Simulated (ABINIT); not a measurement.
## A GW run on RbBr (Fm-3m) in ABINIT, with inputs changed

Aim: change inputs of a GW run on RbBr (Fm-3m) and see what moves.

Method: PBE and many-body steps on it, plane waves, in ABINIT 10.8.3.

The database entry behind the starting cell differs from later determinations by our own check (about 0.5 % short), so it need not match the best structure at ambient conditions.

### Step 1. The structure

It takes space group Fm-3m (No. 225, cubic). Conventional cell: a = 6.854 Å, b = 6.854 Å, c = 6.854 Å, α = 90.00°, β = 90.00°, γ = 90.00°. Nearest to Rb lie 6 Br at 3.43 Å. Br has 6 Rb at 3.43 Å nearest. Farther neighbours and most contacts between anions are not listed.

The cell and positions come from the Crystallography Open Database and are kept as given unless a step says otherwise.

### Step 2. Screening, 4×4×4 mesh, 687 bands, screening to 304.8 eV

This step: ABINIT 10.8.3; RPA screening on PBE, plane waves, norm-conserving pseudopotentials.

The RPA dielectric matrix is built and inverted for each q.

Input file run.abi:

```
acell 3*1.0 Angstrom
rprim 
  0.000000000000 3.427000000000 3.427000000000
  3.427000000000 0.000000000000 3.427000000000
  3.427000000000 3.427000000000 -0.000000000000
ntypat 2
znucl 37 35
natom 2
typat 1 2
xred 
  0.000000000000 0.000000000000 0.000000000000
  0.500000000000 0.500000000000 0.500000000000
pp_dirpath "pseudos"
pseudos "Rb.upf, Br.upf"
ecut 19
ngkpt 4 4 4
nshiftk 1
shiftk 0 0 0
kptopt 1
chksymbreak 0
istwfk *1
occopt 1
irdwfk 1
optdriver 3
nband 687
ecuteps 11.2
inclvkb 2
awtr 1
symchi 1
indata_prefix "in"
outdata_prefix "out"
tmpdata_prefix "tmp"
```

Run with:

```sh
> OMP_NUM_THREADS=1 mpirun -n 4 abinit run.abi > log
```

The log of the run:

```text
.Version 10.8.3 of ABINIT. v10.8.2 released Aug 2026.

 Symmetries : space group Fm -3 m (#225); Bravais cF (face-center cubic)
[... echo of the input left out ...]
== DATASET  1 ==================================================================
-   mpi_nproc: 4, omp_nthreads: 1 (-1 if OMP is not activated)

--- !DatasetInfo
iteration_state: {dtset: 1, }
dimensions: {natom: 2, nkpt: 8, mband: 687, nsppol: 1, nspinor: 1, nspden: 1, mpw: 2180, }
cutoff_energies: {ecut:  19.0, pawecutdg:  -1.0, }
electrons: {nelect:   1.60000000E+01, charge:   0.00000000E+00, occopt:   1.00000000E+00, tsmear:   1.00000000E-02, }

 SCREENING: Calculation of the susceptibility and dielectric matrices

 Based on a program developped by R.W. Godby, V. Olevano, G. Onida, and L. Reining.
 Incorporated in ABINIT by V. Olevano, G.-M. Rignanese, and M. Torrent.
.Using double precision arithmetic ; gwpc =  8

[... cell and pseudopotentials left out ...]
--------------------------------------------------------------------------------

 ==== K-mesh for the wavefunctions ====
 Number of points in the irreducible wedge :     8
[... list of points left out ...]
 Together with 48 symmetry operations and time-reversal symmetry
 yields    64 points in the full Brillouin Zone.

 ==== Q-mesh for the screening function ====
 Number of points in the irreducible wedge :     8
[... list of points left out ...]
 Together with 48 symmetry operations and time-reversal symmetry
 yields    64 points in the full Brillouin Zone.

 setmesh: FFT mesh size selected  =    32x   32x   32
          total number of points  =        32768

 vcoul_init : cutoff-mode = AUXILIARY_FUNCTION
 q-points for optical limit:   1
     1)      0.000010    0.000020    0.000030

- screening: taking advantage of time-reversal symmetry
- Maximum band index for partially occupied states nbvw = 8
- Remaining bands to be divided among processors   nbcw = 679
- Number of bands treated by each node ~169

 Number of electrons calculated from density =   16.0000; Expected =   16.0000
 average of density, n =  0.029454
 r_s =    2.0087
 omega_plasma =   16.5551 [eV]

 calculating chi0 at frequencies [eV] :
  1    0.000000E+00    0.000000E+00
  2    0.000000E+00    1.655507E+01

--------------------------------------------------------------------------------
  q-point number  1        q = ( 0.000000, 0.000000, 0.000000) [r.l.u.]
--------------------------------------------------------------------------------
[... chi0 elements left out ...]
 For q-point:  0.000010 0.000020 0.000030
  dielectric constant =   2.3653
  dielectric constant without local fields =   2.8438

  Average fulfillment of the sum rule on Im[epsilon] for q-point    1 :     99.85  [%]
[... wings left out ...]
  q-point number  2        q = ( 0.250000, 0.000000, 0.000000) [r.l.u.]
--------------------------------------------------------------------------------
[... chi0 elements left out ...]
  Average fulfillment of the sum rule on Im[epsilon] for q-point    2 :    101.34  [%]

 [... 6 further q-points ...]
```

Wall time 11 min (4 MPI ranks of Arm Neoverse V1, shared host); peak memory 3.8 GiB; 43 min of CPU time.

This step gave:

| Quantity | Value |
| --- | --- |
| ε∞ with local fields, on this mesh, along the program's q direction | 2.365 |
| the same without local fields | 2.844 |
| plasma frequency | 16.56 eV |
| plane waves in the screening matrix | 941 |

Local fields lower ε∞ by 17 %.

### Step 3. Base

The self-energy is evaluated for the states that the input lists, and the levels follow from it, in one-shot runs by the linearised quasiparticle equation.

This step: G0W0 on PBE, plane waves, norm-conserving pseudopotentials.

run.abi, as its differences from that of step 2:

```diff
@@ -23,8 +23,15 @@
 irdwfk 1
-optdriver 3
+optdriver 4
 nband 687
+gwcalctyp 0
+ecutsigx 19
+symsigma 1
+nkptgw 1
+kptgw 
+  0.0000000000 0.0000000000 0.0000000000
+bdgw 
+  6 12
 ecuteps 11.2
-inclvkb 2
-awtr 1
-symchi 1
+irdscr 1
+ppmodel 1
 indata_prefix "in"
```

The log of the run:

```text
.Version 10.8.3 of ABINIT. v10.8.2 released Aug 2026.

 Symmetries : space group Fm -3 m (#225); Bravais cF (face-center cubic)
[... echo of the input left out ...]
== DATASET  1 ==================================================================
-   mpi_nproc: 4, omp_nthreads: 1 (-1 if OMP is not activated)

--- !DatasetInfo
iteration_state: {dtset: 1, }
dimensions: {natom: 2, nkpt: 8, mband: 687, nsppol: 1, nspinor: 1, nspden: 1, mpw: 2180, }
cutoff_energies: {ecut:  19.0, pawecutdg:  -1.0, }
electrons: {nelect:   1.60000000E+01, charge:   0.00000000E+00, occopt:   1.00000000E+00, tsmear:   1.00000000E-02, }

 SIGMA: Calculation of the GW corrections

 Based on a program developped by R.W. Godby, V. Olevano, G. Onida, and L. Reining.
 Incorporated in ABINIT by V. Olevano, G.-M. Rignanese, and M. Torrent.
.Using double precision arithmetic ; gwpc =  8

[... cell and pseudopotentials left out ...]
--------------------------------------------------------------------------------

 ==== K-mesh for the wavefunctions ====
 Number of points in the irreducible wedge :     8
[... list of points left out ...]
 Together with 48 symmetry operations and time-reversal symmetry
 yields    64 points in the full Brillouin Zone.

 ==== Q-mesh for screening function ====
 Number of points in the irreducible wedge :     8
[... list of points left out ...]
 Together with 48 symmetry operations and time-reversal symmetry
 yields    64 points in the full Brillouin Zone.

 vcoul_init : cutoff-mode = AUXILIARY_FUNCTION
 q-points for optical limit:   1
     1)      0.000010    0.000020    0.000030
 setmesh: FFT mesh size selected  =    36x   36x   36
          total number of points  =        46656

 Number of electrons calculated from density =   16.0000; Expected =   16.0000
 average of density, n =  0.029454
 r_s =    2.0087
 omega_plasma =   16.5551 [eV]

 === KS Band Gaps ===
  >>>> For spin  1
   Minimum direct gap =   4.3636 [eV], located at k-point      :   0.0000  0.0000  0.0000
   Fundamental gap    =   4.3636 [eV], Top of valence bands at :   0.0000  0.0000  0.0000
                                       Bottom of conduction at :   0.0000  0.0000  0.0000
 SIGMA fundamental parameters:
 PLASMON POLE MODEL  1
 number of plane-waves for SigmaX                 2109
 number of plane-waves for SigmaC and W            941
 number of plane-waves for wavefunctions          2109
 number of bands                                   687
 number of independent spin polarizations            1
 number of spinorial components                      1
 number of k-points in IBZ                           8
 number of q-points in IBZ                           8
 number of symmetry operations                      48
 number of k-points in BZ                           64
 number of q-points in BZ                           64
 number of frequencies for dSigma/dE                 9
 frequency step for dSigma/dE [eV]                0.25
 number of omega for Sigma on real axis              0
 max omega for Sigma on real axis  [eV]           0.00
 zcut for avoiding poles [eV]                     0.10

 EPSILON^-1 parameters (SCR file):
 dimension of the eps^-1 matrix on file            941
 dimension of the eps^-1 matrix used               941
 number of plane-waves for wavefunctions          2109
 number of bands                                   687
 number of q-points in IBZ                           8
 number of frequencies                               2
 number of real frequencies                          1
 number of imag frequencies                          1

 matrix elements of self-energy operator (all in [eV])

 Perturbative Calculation

--- !SelfEnergy_ee
iteration_state: {dtset: 1, }
kpoint     : [   0.000,    0.000,    0.000, ]
spin       : 1
KS_gap     :    4.364
QP_gap     :    6.894
Delta_QP_KS:    2.531
data: !SigmaeeData |
     Band     E0 <VxcDFT>   SigX SigC(E0)      Z dSigC/dE  Sig(E)    E-E0       E
        6  -1.042 -12.668 -16.491   1.341   0.811  -0.233 -14.682  -2.013  -3.055
        7  -1.042 -12.668 -16.491   1.341   0.811  -0.233 -14.682  -2.013  -3.055
        8  -1.042 -12.668 -16.491   1.341   0.811  -0.233 -14.682  -2.013  -3.055
        9   3.322  -6.375  -2.894  -2.884   0.867  -0.153  -5.858   0.517   3.839
       10   6.243  -7.381  -3.248  -3.008   0.862  -0.160  -6.411   0.970   7.213
       11   6.243  -7.381  -3.248  -3.008   0.862  -0.160  -6.411   0.970   7.213
       12   6.243  -7.381  -3.248  -3.008   0.862  -0.160  -6.411   0.970   7.213

== END DATASET(S) ==============================================================
================================================================================

 -outvars: echo values of variables after computation  --------
           etotal      0.0000000000E+00
            nband         687
             nkpt           8
          spgroup         225
 [... the other variables as echoed above ...]

 Calculation completed.
```

It took 6.4 min on 4 MPI ranks; peak memory 5.1 GiB.

Numbers from this step:

```
G0W0 gap on the points computed              : 6.894 eV
starting gap on the mesh                     : 4.364 eV
k of the valence top                         : 0, 0, 0
k of the conduction bottom                   : 0, 0, 0
Z at the valence top                         : 0.811
Z at the conduction bottom                   : 0.867
least direct G0W0 gap on the computed points : 6.894 eV
```

The gap on the mesh goes from 4.36 eV to 6.89 eV, a correction of +2.53 eV.

### Step 4. Coulomb singularity

run.abi, as its differences from that of step 3:

```diff
@@ -36,2 +36,3 @@
 ppmodel 1
+gw_icutcoul 0
 indata_prefix "in"
```

The log of the run:

```text
.Version 10.8.3 of ABINIT. v10.8.2 released Aug 2026.

 Symmetries : space group Fm -3 m (#225); Bravais cF (face-center cubic)
[... echo of the input left out ...]
== DATASET  1 ==================================================================
-   mpi_nproc: 4, omp_nthreads: 1 (-1 if OMP is not activated)

--- !DatasetInfo
iteration_state: {dtset: 1, }
dimensions: {natom: 2, nkpt: 8, mband: 687, nsppol: 1, nspinor: 1, nspden: 1, mpw: 2180, }
cutoff_energies: {ecut:  19.0, pawecutdg:  -1.0, }
electrons: {nelect:   1.60000000E+01, charge:   0.00000000E+00, occopt:   1.00000000E+00, tsmear:   1.00000000E-02, }

 SIGMA: Calculation of the GW corrections

 Based on a program developped by R.W. Godby, V. Olevano, G. Onida, and L. Reining.
 Incorporated in ABINIT by V. Olevano, G.-M. Rignanese, and M. Torrent.
.Using double precision arithmetic ; gwpc =  8

[... cell and pseudopotentials left out ...]
--------------------------------------------------------------------------------

 ==== K-mesh for the wavefunctions ====
 Number of points in the irreducible wedge :     8
[... list of points left out ...]
 Together with 48 symmetry operations and time-reversal symmetry
 yields    64 points in the full Brillouin Zone.

 ==== Q-mesh for screening function ====
 Number of points in the irreducible wedge :     8
[... list of points left out ...]
 Together with 48 symmetry operations and time-reversal symmetry
 yields    64 points in the full Brillouin Zone.

 === Spherical cutoff ===

  Cutoff radius .........    20.2467 [Bohr]
  Volume of the sphere ..   34765.53 [Bohr^3]
 q-points for optical limit:   1
     1)      0.000010    0.000020    0.000030
 setmesh: FFT mesh size selected  =    36x   36x   36
          total number of points  =        46656

[...]
number of q-points in BZ                           64
 number of frequencies for dSigma/dE                 9
 frequency step for dSigma/dE [eV]                0.25
 number of omega for Sigma on real axis              0
 max omega for Sigma on real axis  [eV]           0.00
 zcut for avoiding poles [eV]                     0.10

 EPSILON^-1 parameters (SCR file):
 dimension of the eps^-1 matrix on file            941
 dimension of the eps^-1 matrix used               941
 number of plane-waves for wavefunctions          2109
 number of bands                                   687
 number of q-points in IBZ                           8
 number of frequencies                               2
 number of real frequencies                          1
 number of imag frequencies                          1

 matrix elements of self-energy operator (all in [eV])

 Perturbative Calculation

--- !SelfEnergy_ee
iteration_state: {dtset: 1, }
kpoint     : [   0.000,    0.000,    0.000, ]
spin       : 1
KS_gap     :    4.364
QP_gap     :    6.774
Delta_QP_KS:    2.411
data: !SigmaeeData |
     Band     E0 <VxcDFT>   SigX SigC(E0)      Z dSigC/dE  Sig(E)    E-E0       E
        6  -1.042 -12.668 -16.557   1.422   0.820  -0.220 -14.690  -2.021  -3.063
        7  -1.042 -12.668 -16.557   1.422   0.820  -0.220 -14.690  -2.021  -3.063
        8  -1.042 -12.668 -16.557   1.422   0.820  -0.220 -14.690  -2.021  -3.063
        9   3.322  -6.375  -2.928  -2.997   0.866  -0.155  -5.985   0.389   3.711
       10   6.243  -7.381  -3.257  -3.113   0.860  -0.162  -6.512   0.869   7.112
       11   6.243  -7.381  -3.257  -3.113   0.860  -0.162  -6.512   0.869   7.112
       12   6.243  -7.381  -3.257  -3.113   0.860  -0.162  -6.512   0.869   7.112

== END DATASET(S) ==============================================================
================================================================================

 -outvars: echo values of variables after computation  --------
           etotal      0.0000000000E+00
            nband         687
             nkpt           8
          spgroup         225
 [... the other variables as echoed above ...]

 Calculation completed.
```

The job ended after 6.4 min (4 MPI ranks; peak memory 5.1 GiB; 26 min of CPU time).

This step gave:

```yaml
g0w0_gap_on_the_points_computed: 6.774 eV
starting_gap_on_the_mesh: 4.364 eV
k_of_the_valence_top: 0, 0, 0
k_of_the_conduction_bottom: 0, 0, 0
z_at_the_valence_top: 0.82
z_at_the_conduction_bottom: 0.866
least_direct_g0w0_gap_on_the_computed_points: 6.774 eV
```

Against G0W0 in ABINIT (4×4×4 mesh, 687 bands, screening to 304.8 eV, Godby-Needs plasmon pole), the gap moves by −0.120 eV.

### Step 5. Side by side

Times are wall times on 4 MPI ranks of Arm Neoverse V1, shared host, good to a factor of about two. A run's time includes the screening step that it read.

```tsv
run	mesh	bands	screening cutoff (eV)	DFT gap (eV)	gap on the mesh (eV)	direct (eV)	ε∞ used	time
base	4×4×4	687	304.8	4.364	6.894	6.894	2.37	17 min
Coulomb singularity	4×4×4	687	304.8	4.364	6.774	6.774	2.37	17 min
```

### Step 6. Results

| Item | Value |
| --- | --- |
| base | 6.894 eV |
| Coulomb singularity | 6.774 eV |
| known limits | not at the basis limit; no spin-orbit coupling |

Coulomb singularity: −0.120 eV against base (keys changed: gw_icutcoul). Bands and cutoff are finite, so the gap is not at the basis limit. The miss can reach some tenths of an eV and take either sign; the mesh is an error of its own. In the G0W0 runs levels were corrected at 1 k point alone, so a gap called «on the mesh» is the least over those, and an edge elsewhere would be missed. The many-body steps are scalar-relativistic: spin-orbit coupling is not in them.

[Paths, hosts, dates, memory and timing lines, banners, echoed tables and standing remarks are left out of the program output.]

[Logs are printed without paths, hosts, clocks, repeated set-up lines and the standing remarks that a program may print on its own settings, such as how far it seeks lower states.]

[Runs of the session that timed out or met a known fault of the program may be left out.]

[Hosts, paths, dates, database ids (printed as entryN), source tags and the programs' standing remarks are cut or masked in the printed files.]

[G0W0 gaps are taken among the corrected bands and points alone; a level outside them can change the order at an edge.]

[Where Ansatz stands beside ABINIT at settings called matched, ABINIT's density can come from a denser mesh and the files from another edition; pairs whose starting gaps differed by over 0.03 eV were left out, so agreement reads better than it is.]
